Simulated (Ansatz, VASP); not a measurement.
# WSe2 (2H-WSe2, 1 layer) in two plane-wave programs

Aim: how closely do two programs agree when they are given the same cell, functional and k mesh? Of the first pair: The structure shown is the start of the Ansatz relaxation below; VASP solves that cell, so the two are compared at the walk's first step.

Method: plane waves, with VASP 6.6.1 beside it; single point at PBE, in Ansatz 0.2.0.

### Step 1. Set-up

The cell holds 3 atoms: 2 Se and 1 W. Cell: a = 3.320 Å, b = 3.320 Å, c = 18.740 Å, α = 90.0°, β = 90.0°, γ = 120.0°. Vacuum lies along c.

### Step 2. Ansatz: relaxation, PBE

Ansatz runs on its default PAW (the set named soft_2) files.

The two programs are compared at the cell with which this relaxation starts, whose forces are those of its first step.

Input file input.yaml:

```yaml
crystal:
  lattice:
    - [3.32, 0.0, 0.0]
    - [-1.66, 2.8752043406, 0.0]
    - [0.0, 0.0, 18.7403479339]
  atoms:
    - { symbol: Se, position: [0.3333333333, 0.6666666667, 0.4002060168] }
    - { symbol: W, position: [0.0, 0.0, 0.5] }
    - { symbol: Se, position: [0.3333333333, 0.6666666667, 0.5997939832] }
kpoints:
  mp_grid: { grid: [12, 12, 1] }
hamiltonian:
  xc: pbe
scf:
  occupations: { method: fermi_dirac, width: 0.05 }
  convergence: { dr2_threshold: 1.0e-08 }
efield:
  axis: 3
  dipole_correction: true
  ramp_position: 0.97
  ramp_width: 0.04
relax:
  f_tol: 0.01
  cell: { fix: [c, alpha, beta] }
output:
  write_potential: true
  write_density: true
  volumetric_format: npy
```

Started as:

```sh
ansatz run input.yaml --threads 2 --pin off --max-ram 4096MiB --backend cpu --events-out ev --progress --plain --runs-dir out
```

Numbers of over 12 decimals in the logs are rounded to 6 here.

Log:

```text
Warning: relax.cell: scf.convergence.dr2_threshold = 1e-8 eV is looser than the 3e-10 eV advised for a relaxation that steers and ends on the stress (1e-10 eV for each atom of the cell: 3). What an SCF threshold leaves in a stress goes as its square root, and in the free energy as the threshold itself, and one threshold admits the most on a small cell: [figures from the program's tests cut] Set scf.convergence.dr2_threshold to 3e-10 eV or tighter. The threshold is an SCF's pass mark: one that does not reach it within its budget of iterations ends unconverged, or closes short of it on a stop that the run arms, and scf.convergence.dr2_threshold's page says what that costs each kind of run
Engine: ansatz 0.2.0, aarch64-unknown-linux-gnu
Pseudopotentials: kind: paw
Pseudopotential: Se, paw, valence charge 16, recommended cutoff 420 eV (normal), Se.paw.azcp
Pseudopotential: W, paw, valence charge 14, recommended cutoff 420 eV (normal), W.paw.azcp
Functional definition: PBE
  parameter kappa = 0.804
  parameter beta = 0.066725
  exchange = pbe_x(kappa = kappa, mu = beta*pi^2/3)
  correlation = pbe_c(beta = beta)
Crystal: 3 atoms, lattice volume = 178.889 Å³
Basis set: ecut = 420 eV, 3567 PW (Γ), exchange–correlation on 48×48×256 points (8 copies of the dense FFT grid, shifted against one another)
Bands: 28, of which v1, the nominal top of the filled ones, is band 23 counted from 1 (22 counted from 0)
Symmetry: 6 space group operations
k-points: 19 of 144 (time reversal used)
Non-local potential: Se, projectors of the file, l = 0: 2, l = 1: 2, l = 2: 3, l = 3: 1
Non-local potential: W, projectors of the file, l = 0: 3, l = 1: 2, l = 2: 2, l = 3: 1
PAW form: soft (Blöchl's): semilocal exchange-correlation on the pseudo side does not see the compensation charge
PAW one-centre angular grid: Se, 590 points (default); XC on 64 Gauss nodes
PAW one-centre angular grid: W, 590 points (default); XC on 64 Gauss nodes
Initial density: superposition of atomic densities (neutral atoms: chi_scale 0, normalization atom), corrected by the library's trained network
Initial wavefunctions: pseudopotential atomic-orbital guess
Functional: x = pbe(κ = 0.804, μ = 0.219515), c = pbe(β = 0.066725)
SCF iter   1: F=—  HF=-21324.127369 eV  |F-HF|=—  |Δ(HF+E_count)|=         —  Δρ=3.16e-3  dr2=1.81e-2  ethr=1.77e-3  p=0.000 e·Å  D=1.57e-4 V/Å  ΔV_dip=-0.00 eV  dr2_dipole=6.98e-7  V_vac-E_F(+/−)=4.46/4.46 eV  ⟨swp⟩=8.1  Hψ=2461  notcnv=0
efield: sawtooth ramp at fractional position 0.9700 (set: `efield.ramp_position`, or a place that a band, a saddle search or an elastic batch's reference lends), width 0.0400; the density the first Hamiltonian is built on has a dipole p = 0.000 e·Å; the dipole correction subtracts the counter field D = 1.57e-4 V/Å, which shifts the + side's vacuum level by -0.00 eV against the − side's; the planar-averaged density in the ramp window peaks in size at 3.6e-5 e/Å³
preconditioner: auto → none  [insulator: Δε(μ)=1.081 eV  Ē_g=7.982 eV  σ=0.050 eV  W_gap=1.00  n_scr=12 (ndim 8)  ℏωp=11.8 eV  f_vac=0.621  D(μ)=0.00/eV (n_scr^D=0)  ε∞_Penn≈3.2]
SCF iter   2: F=—  HF=-21324.145367 eV  |F-HF|=—  |Δ(HF+E_count)|=   1.80e-2  Δρ=4.28e-3  dr2=1.35e-1  ethr=3.93e-5  p=-0.000 e·Å  D=-4.37e-4 V/Å  ΔV_dip=0.01 eV  dr2_dipole=2.21e-5  V_vac-E_F(+/−)=4.62/4.62 eV  ⟨swp⟩=2.4  Hψ=1003  notcnv=0  defer=6
SCF iter   3: F=—  HF=-21324.131996 eV  |F-HF|=—  |Δ(HF+E_count)|=   1.34e-2  Δρ=1.51e-3  dr2=7.31e-3  ethr=3.93e-5  p=0.001 e·Å  D=5.10e-4 V/Å  ΔV_dip=-0.01 eV  dr2_dipole=2.32e-5  V_vac-E_F(+/−)=4.37/4.38 eV  ⟨swp⟩=2.2  Hψ=754  notcnv=0  defer=6
SCF iter   4: F=—  HF=-21324.133084 eV  |F-HF|=—  |Δ(HF+E_count)|=   1.09e-3  Δρ=5.13e-4  dr2=3.11e-3  ethr=1.59e-5  p=-0.003 e·Å  D=-3.30e-3 V/Å  ΔV_dip=0.06 eV  dr2_dipole=1.09e-3  V_vac-E_F(+/−)=4.43/4.37 eV  ⟨swp⟩=2.0  Hψ=691  notcnv=0  defer=6
SCF iter   5: F=—  HF=-21324.133060 eV  |F-HF|=—  |Δ(HF+E_count)|=   2.43e-5  Δρ=3.66e-4  dr2=1.93e-3  ethr=6.77e-6  p=0.003 e·Å  D=2.62e-3 V/Å  ΔV_dip=-0.05 eV  dr2_dipole=6.92e-4  V_vac-E_F(+/−)=4.36/4.41 eV  ⟨swp⟩=2.1  Hψ=676  notcnv=0  defer=6
SCF iter   6: F=—  HF=-21324.132969 eV  |F-HF|=—  |Δ(HF+E_count)|=   9.12e-5  Δρ=1.78e-4  dr2=3.87e-4  ethr=4.19e-6  p=0.001 e·Å  D=1.17e-3 V/Å  ΔV_dip=-0.02 eV  dr2_dipole=1.38e-4  V_vac-E_F(+/−)=4.38/4.40 eV  ⟨swp⟩=1.2  Hψ=530  notcnv=0  defer=6
SCF iter   7: F=—  HF=-21324.132949 eV  |F-HF|=—  |Δ(HF+E_count)|=   1.93e-5  Δρ=4.51e-5  dr2=2.21e-5  ethr=8.40e-7  p=0.000 e·Å  D=2.28e-4 V/Å  ΔV_dip=-0.00 eV  dr2_dipole=7.50e-6  V_vac-E_F(+/−)=4.39/4.39 eV  ⟨swp⟩=1.8  Hψ=596  notcnv=0  defer=6
[...]
efield: sawtooth ramp at fractional position 0.9700 (set: `efield.ramp_position`, or a place that a band, a saddle search or an elastic batch's reference lends), width 0.0400; the density the first Hamiltonian is built on has a dipole p = 0.000 e·Å; the dipole correction subtracts the counter field D = 1.49e-5 V/Å, which shifts the + side's vacuum level by -0.00 eV against the − side's; the planar-averaged density in the ramp window peaks in size at 1.7e-5 e/Å³
[...]
SCF iter   8: F=-21324.659133 eV  HF=-21324.659133 eV  |F-HF|=2.55e-11  |Δ(HF+E_count)|=  5.71e-10  Δρ=4.17e-7  dr2=1.66e-10  ethr=2.17e-11  p=0.000 e·Å  D=1.68e-5 V/Å  ΔV_dip=-0.00 eV  dr2_dipole=5.73e-16  V_vac-E_F(+/−)=4.32/4.32 eV  ⟨swp⟩=9.4  Hψ=3257  notcnv=0
SCF 4 converged in 8 iterations: F = -21324.659133 eV  dr2 = 1.66e-10
relax step   4: F+E_penalty+E_count = -21324.65913323 eV  Δ(F+E_penalty+E_count) = -8.478e-4 eV  max|allowed force component| = 7.040e-3 eV/Å  Δτ_max = 0.0003 Å  P = -0.009 GPa  Ω = 178.878 Å³  energy of the carried Pulay correction = +6.004e-7 eV  fix = [c, alpha, beta]  reactions: c -0.023 GPa  (8 SCF iters, accepted)
Initial wavefunctions: pseudopotential atomic-orbital guess (no wavefunctions were taken with the density)
iter 1 solved again at ethr=7.96e-8 eV; its pass at ethr=3.10e-3 eV (dr2=3.66e-5 eV) is discarded
SCF iter   1: F=—  HF=-21324.659124 eV  |F-HF|=—  |Δ(HF+E_count)|=         —  Δρ=7.27e-7  dr2=8.58e-10  ethr=7.96e-8  p=0.000 e·Å  D=1.68e-5 V/Å  ΔV_dip=-0.00 eV  dr2_dipole=2.03e-13  V_vac-E_F(+/−)=4.32/4.32 eV  ⟨swp⟩=5.1  Hψ=4285  notcnv=0
efield: sawtooth ramp at fractional position 0.9700 (set: `efield.ramp_position`, or a place that a band, a saddle search or an elastic batch's reference lends), width 0.0400; the density the first Hamiltonian is built on has a dipole p = 0.000 e·Å; the dipole correction subtracts the counter field D = 1.68e-5 V/Å, which shifts the + side's vacuum level by -0.00 eV against the − side's; the planar-averaged density in the ramp window peaks in size at 1.7e-5 e/Å³
eigensolver tolerance schedule: the retry pair's looser diagonalisation over-reported the residual by 42677.62 of it (diagonalisation noise at an unbounded share of the residual, at the tolerance the schedule requests for it); recorded, not acted on — ethr = c·dr2/N_el stays at c = 1.0e-1
preconditioner: auto → none  [insulator: Δε(μ)=1.552 eV  Ē_g=8.701 eV  σ=0.050 eV  W_gap=1.00  n_scr=12 (ndim 8)  ℏωp=11.8 eV  f_vac=0.642  D(μ)=0.00/eV (n_scr^D=0)  ε∞_Penn≈2.8]
SCF iter   2: F=—  HF=-21324.659132 eV  |F-HF|=—  |Δ(HF+E_count)|=   8.72e-6  Δρ=5.62e-7  dr2=2.51e-9  ethr=1.87e-12  p=0.000 e·Å  D=1.64e-5 V/Å  ΔV_dip=-0.00 eV  dr2_dipole=6.26e-12  V_vac-E_F(+/−)=4.32/4.32 eV  ⟨swp⟩=15.4  Hψ=4472  notcnv=0
SCF iter   3: F=-21324.659132 eV  HF=-21324.659132 eV  |F-HF|=4.80e-10  |Δ(HF+E_count)|=  3.27e-10  Δρ=3.97e-7  dr2=5.45e-10  ethr=1.87e-12  p=0.000 e·Å  D=1.72e-5 V/Å  ΔV_dip=-0.00 eV  dr2_dipole=1.17e-11  V_vac-E_F(+/−)=4.32/4.32 eV  ⟨swp⟩=7.0  Hψ=3010  notcnv=0
SCF 5 converged in 3 iterations: F = -21324.659132 eV  dr2 = 5.45e-10
relax step   5: F+E_penalty+E_count = -21324.65913246 eV  Δ(F+E_penalty+E_count) = +7.726e-7 eV  max|allowed force component| = 7.034e-3 eV/Å  Δτ_max = 0.0000 Å  P = -0.008 GPa  Ω = 178.878 Å³  fix = [c, alpha, beta]  reactions: c -0.021 GPa  stress off target by 8.73e-4 GPa on what of the cell is left free  SCF on the basis re-selected at this cell (its energy is not comparable with the rows above)  (3 SCF iters)
basis re-selected at this cell: Δ(F+E_penalty+E_count) = +7.726e-7 eV, ΔP = +0.001 GPa vs the last step (what re-selecting the basis moved, of the pressure what is left beyond the Pulay correction that the steps carried, after the strain that the cell walked since its last selection, with what the two solves' SCF thresholds leave and, on support functions, any second-order correction that the steps lacked; it is no m [...]
SCF converged after 3 iterations
Free energy (F): -21324.659132 eV
Harris-Foulkes:  -21324.659132 eV  (|F-HF|=4.80e-10)
Internal energy: -21324.659132 eV  (E = F + TS)
E sigma→0 (E₀):  -21324.659132 eV
Entropy (-TS):   -0.000000 eV (-0.000 meV/atom)
Fermi energy:    1.714591 eV
Dipole field:    D = 0.000012 V/Å  (p = 0.000012 e·Å, saw-weighted, corrected)
Work function:   Φ+ = 4.3190 eV   Φ− = 4.3191 eV
Levels:          The Fermi level and band energies are counted from a zero that moves with the ramp; work functions are not
--- Per-component energies (eV) ---
  E_band       = -1378.688409
  E_kinetic    = 687.587369
  E_local      = -38251.162544  (includes V_loc(G=0)·N_el)
  E_nonlocal   = -1189.875225
  E_hartree    = 18749.180274
  E_xc         = -475.604047
  E_vxc        = -435.511999  (∫ρ·V_xc dr)
  E_paw        = -12385.597833  (= ΣΔE_a)
  E_vpaw       = 311.913350  (= ΣTr[D̂ρ^β])
  E_aug_tail   = -0.001245  (compensation charges beyond the density's cutoff)
  E_efield     = 0.000000  (sawtooth field / dipole correction)
  E_vefield    = -0.000106  (∫n·V_field dr)
  E_ewald      = 11540.814119
  E_smearing   = -0.000000  (= −TS)
  E_closure    = 0.000000  (closes the sum)
  Σ components = -21324.659132   (vs F -21324.659132, Δ=0.00e0)
--- Forces (eV/Å), atoms counted from 1 ---
  atom   1  Se     0.00000000    -0.00000000     0.00703464
  atom   2  W      0.00000000     0.00000000     0.00000067
  atom   3  Se     0.00000000    -0.00000000    -0.00703348
  max |Σ_I F_I| component: 1.84e-6 eV/Å
--- Stress (GPa, compression-positive) ---
       -0.000873      -0.000000      -0.000000
       -0.000000      -0.000873       0.000000
        0.000000       0.000000      -0.021250
  P = ⅓ Tr σ = -0.0077 GPa (-0.077 kbar)
--- Band table (eV; the first three rows and the last of 19) ---
  k-point 0: bands = [... 19 lower, -1.2071, -0.2879, -0.2879, 0.6183, 3.8409, 3.8409, 4.0032, 4.0032, ... 1 higher]
  k-point 1: bands = [... 19 lower, -1.2937, -0.4599, -0.2446, 0.5849, 3.5730, 3.6084, 3.8729, 4.0180, ... 1 higher]
  k-point 2: bands = [... 19 lower, -1.0237, -0.8629, -0.3789, 0.4051, 3.0245, 3.4268, 3.5777, 4.4158, ... 1 higher]
  k-point 18: bands = [... 19 lower, -2.7801, -2.3112, -1.3894, 0.9429, 2.4953, 3.7647, 4.3899, 5.7883, ... 1 higher]
--- Relaxed structure (4 steps of the walk, 4 accepted, 1 SCFs on fresh bases) ---
  F+E_penalty+E_count = -21324.65913246 eV   max|allowed force component| = 7.034e-3 eV/Å   (the final SCF, on the basis selected at the relaxed cell)
  cell:  # Å, volume = 178.8778 Å³
    - [3.319893, 0, 0]
    - [-1.659946, 2.875111, 0]
    - [0, 0, 18.7403479339]
  atoms:
    - { symbol: Se, position: [0.333333, 0.666667, 0.410418] }
    - { symbol: W, position: [0, -2.878355989888598e-17, 0.500000] }
    - { symbol: Se, position: [0.333333, 0.666667, 0.589582] }
```

### Step 3. VASP: single point, PBE, start cell, pair 1

The same cell, functional, mesh and smearing now go to VASP, with its own data sets.

Lines of VASP's logs that name or quote its potential files are left out, and so is its time.

Input file INCAR:

```
SYSTEM = WSe2
PREC = Accurate
ENCUT = 520
EDIFF = 1E-06
NELM = 120
ISMEAR = -1
SIGMA = 0.05
LREAL = .FALSE.
ALGO = Normal
GGA = PE
NBANDS = 15
LASPH = .TRUE.
LORBIT = 11
LWAVE = .FALSE.
LCHARG = .FALSE.
ISIF = 2
LDIPOL = .TRUE.
IDIPOL = 3
DIPOL = 0.5 0.5 0.5
LVHAR = .TRUE.
GGA_COMPAT = .FALSE.
EFERMI = MIDGAP
NELMDL = -8
```

Input file POSCAR:

```
WSe2
1.0
    3.3200000000      0.0000000000      0.0000000000
   -1.6600000000      2.8752040000      0.0000000000
    0.0000000000      0.0000000000     18.7403480000
Se W
2 1
Direct
    0.3333333333      0.6666666667      0.4002060154
    0.3333333333      0.6666666667      0.5997939846
    0.0000000000      0.0000000000      0.5000000000
```

Input file KPOINTS:

```
Automatic mesh
0
Gamma
12 12 1
0 0 0
```

Potentials, in the order of the species: Se and W (PBE family, release 64).

Started as:

```sh
mpirun -np 1 vasp_std
```

Log:

```text
[banner, memory and clock lines left out]
running    1 mpi-ranks, on    1 nodes
 distrk:  each k-point on    1 cores,    1 groups
 distr:  one band on    1 cores,    1 groups

 POSCAR found type information on POSCAR SeW
 POSCAR found :  2 types and       3 ions
 LDA part: xc-table for (Slater+PW92), standard interpolation
 POSCAR, INCAR and KPOINTS ok, starting setup
 FFT: planning ... GRIDC
 FFT: planning ... GRID_SOFT
 FFT: planning ... GRID
 WAVECAR not read
 entering main loop
       N       E                     dE             d eps       ncg     rms          rms(c)
DAV:   1     0.112341960099E+03    0.11234E+03   -0.61789E+03   570   0.893E+02
DAV:   2    -0.984582369147E+01   -0.12219E+03   -0.11356E+03   896   0.169E+02
DAV:   3    -0.222428833792E+02   -0.12397E+02   -0.12249E+02   823   0.610E+01
DAV:   4    -0.224774166350E+02   -0.23453E+00   -0.23402E+00   682   0.103E+01
DAV:   5    -0.224818832861E+02   -0.44667E-02   -0.44657E-02   788   0.129E+00
DAV:   6    -0.224819977200E+02   -0.11443E-03   -0.11443E-03   790   0.213E-01
DAV:   7    -0.224820011375E+02   -0.34174E-05   -0.34173E-05   804   0.322E-02
DAV:   8    -0.224820012368E+02   -0.99306E-07   -0.99531E-07   640   0.552E-03    0.168E+01
DAV:   9    -0.216223398737E+02    0.85966E+00   -0.37721E+00   838   0.139E+01    0.570E+00
DAV:  10    -0.214318194431E+02    0.19052E+00   -0.36023E+00   746   0.129E+01    0.543E+00
DAV:  11    -0.211267120052E+02    0.30511E+00   -0.48220E-01   703   0.548E+00    0.550E-01
DAV:  12    -0.211282111340E+02   -0.14991E-02   -0.70227E-02   766   0.165E+00    0.244E-01
DAV:  13    -0.211262825402E+02    0.19286E-02   -0.18580E-03   787   0.301E-01    0.146E-01
DAV:  14    -0.211253323564E+02    0.95018E-03   -0.10765E-03   787   0.181E-01    0.425E-02
[...]
DAV:  18    -0.211253600145E+02   -0.49558E-04   -0.87022E-06   654   0.160E-02    0.680E-03
DAV:  19    -0.211253735160E+02   -0.13502E-04   -0.14104E-05   682   0.148E-02    0.389E-03
DAV:  20    -0.211254004303E+02   -0.26914E-04   -0.23857E-06   699   0.816E-03    0.529E-03
DAV:  21    -0.211254339576E+02   -0.33527E-04   -0.22411E-06   596   0.610E-03    0.154E-03
DAV:  22    -0.211254463454E+02   -0.12388E-04   -0.52907E-07   596   0.277E-03    0.610E-04
DAV:  23    -0.211254536475E+02   -0.73021E-05   -0.49674E-07   513   0.206E-03    0.424E-04
DAV:  24    -0.211254548668E+02   -0.12194E-05   -0.69757E-08   572   0.878E-04    0.208E-04
DAV:  25    -0.211254555656E+02   -0.69872E-06   -0.49726E-08   425   0.613E-04
   1 F= -.21125456E+02 E0= -.21125455E+02  d E =-.142418E-05
```

OUTCAR, selected parts (step 3):

```text
ion  position               nearest neighbor table
   1  0.333  0.667  0.400-   3 2.68   3 2.68   3 2.68
   2  0.333  0.667  0.600-   3 2.68   3 2.68   3 2.68
   3  0.000  0.000  0.500-   1 2.68   2 2.68   1 2.68   2 2.68   1 2.68   2 2.68

  LATTYP: Found a hexagonal cell.
 ALAT       =     3.3200000000
 C/A-ratio  =     5.6446831325

 Subroutine GETGRP returns: Found 12 space group operations
 (whereof 12 operations were pure point group operations)

The static configuration has the point symmetry D_3h.

 Found     19 irreducible k-points:

   k-points           NKPTS =     19   k-points in BZ     NKDIM =     19   number of bands    NBANDS=     15

   dimension x,y,z NGX =    28 NGY =   28 NGZ =  140
   dimension x,y,z NGXF=    56 NGYF=   56 NGZF=  280

   ENCUT  =  520.0 eV  38.22 Ry    6.18 a.u.   6.17  6.17 34.84*2*pi/ulx,y,z

   NELECT =      18.0000    total number of electrons

 k-points in reciprocal lattice and weights: Automatic mesh
   0.00000000  0.00000000  0.00000000       0.007
   0.08333333  0.00000000  0.00000000       0.042
   0.16666667  0.00000000  0.00000000       0.042
   0.25000000  0.00000000  0.00000000       0.042
   0.33333333  0.00000000  0.00000000       0.042
   0.41666667  0.00000000  0.00000000       0.042
   0.50000000  0.00000000  0.00000000       0.021
   0.08333333  0.08333333  0.00000000       0.042
   0.16666667  0.08333333  0.00000000       0.083
[...]
0.33333333  0.25000000  0.00000000       0.083
   0.33333333  0.33333333  0.00000000       0.014

 dipolmoment           0.000000      0.000000     -0.000000 electrons x Angstroem

 average (electrostatic) potential at core
       1 -59.7972       2 -59.7972       3 -47.6494

 E-fermi :  -1.0134

 k-point     1 :       0.0000    0.0000    0.0000
  band No.  band energies     occupation
    ...
      5      -3.0655      2.00000
      6      -3.0655      2.00000
      7      -2.3940      2.00000
      8      -2.1293      2.00000
      9      -2.1293      2.00000
     10       1.0426      0.00000
     11       1.0426      0.00000
     12       1.1696      0.00000
     13       1.1696      0.00000
     14       2.3045      0.00000
    ...

 k-point     2 :       0.0833    0.0000    0.0000
  band No.  band energies     occupation
    ...
      5      -3.3773      2.00000
      6      -2.9723      2.00000
      7      -2.3744      2.00000
      8      -2.2944      2.00000
      9      -2.2842      2.00000
     10       0.5705      0.00000
     11       0.9025      0.00000
     12       0.9334      0.00000
     13       1.2898      0.00000
     14       2.6386      0.00000
    ...

 k-point     3 :       0.1667    0.0000    0.0000
  band No.  band energies     occupation
    ...
      5      -4.1620      2.00000
      6      -2.8069      2.00000
      7      -2.7214      2.00000
      8      -2.6810      2.00000
      9      -2.3900      2.00000
     10      -0.0517      0.00000
     11       0.6522      0.00000
     12       0.6941      0.00000
     13       1.5400      0.00000
     14       3.0985      0.00000
    ...

  Total       -3.1607205     -3.1607198     -9.6554610      0.0000000      0.0000000     -0.0000000
  in kB      -28.3082015    -28.3081948    -86.4767173      0.0000000      0.0000000     -0.0000000
  external PRESSURE =     -47.6977045 kB  Pullay stress =       0.0000000 kB

  energy-cutoff  :      520.00
  volume of cell :      178.89
      direct lattice vectors                 reciprocal lattice vectors
     3.320000000  0.000000000  0.000000000     0.301204819  0.173900704  0.000000000
    -1.660000000  2.875204000  0.000000000     0.000000000  0.347801408  0.000000000
     0.000000000  0.000000000 18.740348000     0.000000000  0.000000000  0.053360802

 POSITION                                       TOTAL-FORCE (eV/Angst)
 -----------------------------------------------------------------------------------
     -0.00000      1.91680      7.50000         0.000000      0.000000      2.578874
     -0.00000      1.91680     11.24035         0.000000     -0.000000     -2.578874
      0.00000      0.00000      9.37017        -0.000000      0.000000      0.000000
 -----------------------------------------------------------------------------------
    total drift:                                0.000000      0.000000     -0.000000

  FREE ENERGIE OF THE ION-ELECTRON SYSTEM (eV)
  ---------------------------------------------------
  free  energy   TOTEN  =       -21.1254555656 eV

  energy  without entropy=      -21.1254541414  energy(sigma->0) =      -21.12545485

 vacuum level on the upper side and lower side of the slab         3.388         3.388

 total charge
# of ion       s       p       d       tot
------------------------------------------
    1        1.480   2.259   0.047   3.786
    2        1.480   2.259   0.047   3.786
    3        0.479   0.495   3.903   4.878
--------------------------------------------------
tot          3.438   5.014   3.997  12.450

[... 3 further parts left out ...]
```

This run has no spin polarisation, so a moment on W, if there is one, isn't seen. The data set W keeps the semicore shell frozen, which is cheaper and a little less accurate.

[end of part 1 of 2]

[Lines on the potential files, build, host, timing and source positions are cut from VASP's logs without a mark.]

[Logs are printed without paths, hosts, clocks, repeated set-up lines and the standing remarks that a program may print on its own settings, such as how far it seeks lower states.]

[Hosts, paths, dates, database ids (printed as entryN), source tags and the programs' standing remarks are cut or masked in the printed files.]
